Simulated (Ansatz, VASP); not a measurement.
## Au: VASP beside Ansatz

INCAR

```
SYSTEM = Au
PREC = Accurate ; ENCUT = 520
EDIFF = 1E-7 ; ISMEAR = -1
SIGMA = 0.05 ; LREAL = .False.
LASPH = .True. ; NELM = 60
ALGO = Normal ; ISIF = 2
LWAVE = .False. ; LCHARG = .False.
GGA = PS ; NBANDS = 12
```

File KPOINTS:

```
Automatic mesh
0
Gamma
  11 11 11
  0 0 0
```

POSCAR

```
Au
1.0
    0.0000000000      2.0074966285      2.0074966285
    2.0074966285      0.0000000000      2.0074966285
    2.0074966285      2.0074966285      0.0000000000
Au
1
Direct
    0.0000000000      0.0000000000      0.0000000000
```

The input input.yaml:

```yaml
crystal:
  lattice:
    - [0.0, 2.0074966285, 2.0074966285]
    - [2.0074966285, 0.0, 2.0074966285]
    - [2.0074966285, 2.0074966285, 0.0]
  atoms:
    - { symbol: Au, position: [0.0, 0.0, 0.0] }
hamiltonian:
  xc: pbesol
  pseudopotentials: { kind: paw }
kpoints:
  mp_grid: { grid: [11, 11, 11] }
scf:
  occupations: { method: fermi_dirac, width: 0.05 }
output:
  forces: true
  stress: true
  eigenvalues: true
  write_density: true
  write_potential: true
  elf: true
  volumetric_format: npy
```

Change from the starting cell: volume scaled by 0.96.

Alike in both runs: task single point; functional PBEsol; k mesh 11 × 11 × 11; occupations fermi-dirac, width 0.05 eV; no spin polarisation.

|  | VASP | Ansatz |
| --- | --- | --- |
| version | VASP 6.6.1 | Ansatz 0.2.0 |
| potentials or method | VASP PAW PBE potentials, release 64 (Au) | Ansatz PAW |
| plane-wave cutoff (eV) | 520 | 420 |
| valence electrons in the cell | 11 | 19 |

```tsv
	VASP	Ansatz	Ansatz less VASP
gap on the k mesh at the Fermi level (eV)	none	none	-
pressure (GPa)	9.8	10.1	+0.34
```

A gap of «none» marks a metal or a gap that the smearing closes. The two sets of potentials don't hold the same shells in valence.

Caveats: the PAW data sets were made with another functional, which shifts forces and pressure a little (VASP); the PAW data sets come from PBE, with cores solved anew for the run's functional, which leaves a small shift of forces and pressure (Ansatz). Spin-orbit coupling is left out, which matters for the levels of Au.
